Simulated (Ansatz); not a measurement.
NaBr (rock salt)

Space group Fm-3m (No. 225); a = b = c = 6.036 Å, α = β = γ = 90.00°

```
atom  site  symmetry       x       y       z
----  ----  --------  ------  ------  ------
Br      4a      m-3m  0.0000  0.0000  0.0000
Na      4b      m-3m  0.5000  0.5000  0.5000
```
(The calculation used a cell of 2 atoms; values per cell refer to that cell.)

Two coordinates are scanned: the volume, and the ratio of the stretch along z (the conventional c axis) to the stretch across it. Atoms keep their fractional coordinates.

All values below come from PBE (plane waves to 420 eV, PAW, scalar-relativistic; Ansatz, an electronic-structure program). k mesh 10×10×10 (Γ-centred), Fermi-Dirac smearing 0.05 eV. Compression counts positive. NaBr was relaxed with its symmetry unable to fall. 

```
P (GPa)               V/V₀ = 0.920  V/V₀ = 0.947  V/V₀ = 0.973  V/V₀ = 1.000  V/V₀ = 1.027  V/V₀ = 1.053  V/V₀ = 1.080
--------------------  ------------  ------------  ------------  ------------  ------------  ------------  ------------
(c/a)/(c/a)₀ = 0.880    (withheld)          2.23          1.49          0.86          0.32         -0.16         -0.57
(c/a)/(c/a)₀ = 0.920          2.42          1.62          0.94          0.35         -0.15         -0.59    (withheld)
(c/a)/(c/a)₀ = 0.960          2.07          1.30    (withheld)          0.08         -0.41         -0.82         -1.18
(c/a)/(c/a)₀ = 1.000          1.96          1.20          0.56          0.00         -0.48         -0.89         -1.25
(c/a)/(c/a)₀ = 1.040          2.05          1.29          0.63          0.07         -0.42         -0.83         -1.19
(c/a)/(c/a)₀ = 1.080          2.31          1.53          0.85          0.27         -0.23    (withheld)         -1.04
(c/a)/(c/a)₀ = 1.120          2.71          1.89          1.19          0.58          0.05         -0.40         -0.79
```

**Question.** What belongs in the gaps?

**Answer.** 
- (c/a)/(c/a)₀ = 0.880, V/V₀ = 0.920: 3.07
- (c/a)/(c/a)₀ = 0.920, V/V₀ = 1.080: -0.97
- (c/a)/(c/a)₀ = 0.960, V/V₀ = 0.973: 0.65
- (c/a)/(c/a)₀ = 1.080, V/V₀ = 1.053: -0.66

(Under strain, the slope of the energy per volume gives the stress and its curvature an elastic modulus.)
